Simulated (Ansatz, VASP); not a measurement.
**One calculation of Au, two programs**

The input INCAR:

```
PREC = Accurate
ENCUT = 520
EDIFF = 1E-6
ISMEAR = -1
SIGMA = 0.1
LREAL = False
LASPH = True
NELM = 80
ALGO = Normal
ISIF = 2
LWAVE = False
LCHARG = True
GGA = RE
LELF = True
LVHAR = True
NBANDS = 24
```

KPOINTS

```
regular mesh
0
Gamma
  9 9 12
```

Contents of POSCAR:

```
Au
1.0
    4.7721638919      0.0000000000      0.0000000000
   -2.3860819460      4.1328151614      0.0000000000
    0.0000000000      0.0000000000      2.8523644042
Au
3
Direct
    1.0000000000      0.0000000000      0.0000000000
    0.3333333333      0.6666666667      0.5000000000
    0.6666666667      0.3333333333      0.5000000000
```

Input for Ansatz:

```yaml
crystal:
  lattice:
    - [4.7721638919, 0.0, 0.0]
    - [-2.386081946, 4.1328151614, 0.0]
    - [0.0, 0.0, 2.8523644042]
  atoms:
    - { symbol: Au, position: [1.0, 0.0, 0.0] }
    - { symbol: Au, position: [0.3333333333, 0.6666666667, 0.5] }
    - { symbol: Au, position: [0.6666666667, 0.3333333333, 0.5] }
hamiltonian:
  xc: revpbe
  pseudopotentials:
    kind: paw
    azcp:
      Au: "pseudopotentials/Au.paw.azcp"
basis:
  ecutwfc: 420
  fft_grid_basis: typed
kpoints:
  mp_grid: { grid: [9, 9, 12], shift: [0, 0, 0] }
magnetization:
  spin_polarized: false
scf:
  occupations: { method: fermi_dirac, width: 0.1 }
  lower_state_search: "off"
output:
  stress: true
  write_density: true
  write_potential: true
  elf: true
  volumetric_format: npy
```

Alike in both runs: task single point; functional revPBE; k mesh 9 × 9 × 12; occupations fermi-dirac, width 0.1 eV; no spin polarisation.

|  | VASP | Ansatz |
| --- | --- | --- |
| version | VASP 6.6.1 | Ansatz 0.2.0 |
| potentials or method | VASP PAW PBE potentials, release 64 (Au) | plane waves (420 eV) with PAW, scalar-relativistic |
| plane-wave cutoff (eV) | 520 | 420 |
| valence electrons in the cell | 33 | 57 |

Ansatz gave:

```
pressure (GPa)                                  : -0.1
largest component of the traceless stress (GPa) : 1.27
```

Question: Which values does VASP return?

Answer: Pressure (GPa): -0.3; largest component of the traceless stress (GPa): 1.25.

With one functional, cell and mesh, what is left measures potentials, basis and numerics. The two sets of potentials don't hold the same shells in valence.

Caveats: the PAW data sets were made with another functional, which shifts forces and pressure a little (VASP). Spin-orbit coupling is left out, which matters for the levels of Au.
